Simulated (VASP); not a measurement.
Here is a VASP 6.6.1 calculation.

File INCAR:

```
SYSTEM = Ir
ALGO     = Normal         ! electronic algorithm
EDIFF    = 1E-6           ! SCF threshold, eV
ENCUT    = 520            ! plane-wave cutoff, eV
GGA      = PE             ! functional
ISIF     = 2              ! what is computed and relaxed
ISMEAR   = 1              ! smearing method
IVDW     = 12             ! dispersion correction
LASPH    = .True.         ! aspherical terms in the spheres
LCHARG   = .True.         ! write CHGCAR
LREAL    = .False.        ! projectors in reciprocal space
LVHAR    = .True.       
LWAVE    = .False.        ! write WAVECAR
NELM     = 100            ! most SCF steps
PREC     = Accurate       ! precision mode
SIGMA    = 0.1            ! smearing width, eV
```

File KPOINTS:

```
k-points
0
Gamma
  18 18 18
  0 0 0
```

Contents of POSCAR:

```
Ir                                      
1.0
    0.0000000000      1.9214298686      1.9214298686
    1.9214298686     -0.0000000000      1.9214298686
    1.9214298686      1.9214298686     -0.0000000000
  Ir            
     1
Direct
     0.0000000000000000    0.0000000000000000    0.0000000000000000
```

Potentials or basis: VASP PAW PBE potentials, release 64 (Ir).

Run with:

```sh
$ cat potpaw_PBE.64/Ir/POTCAR > POTCAR
$ mpirun -np 1 vasp_std > vasp.out
```

Problem. Estimate the dispersion energy per atom.

Solution. -0.733 eV.

Problem. Estimate the pressure.

Solution. -0.1 GPa.

Problem. Estimate the band gap on the k mesh.

Solution. None (metal or under the smearing width).

Caveat: pairwise dispersion overbinds metals, which lowers pressure and volume. Spin-orbit coupling is left out, which matters for the levels of Ir.
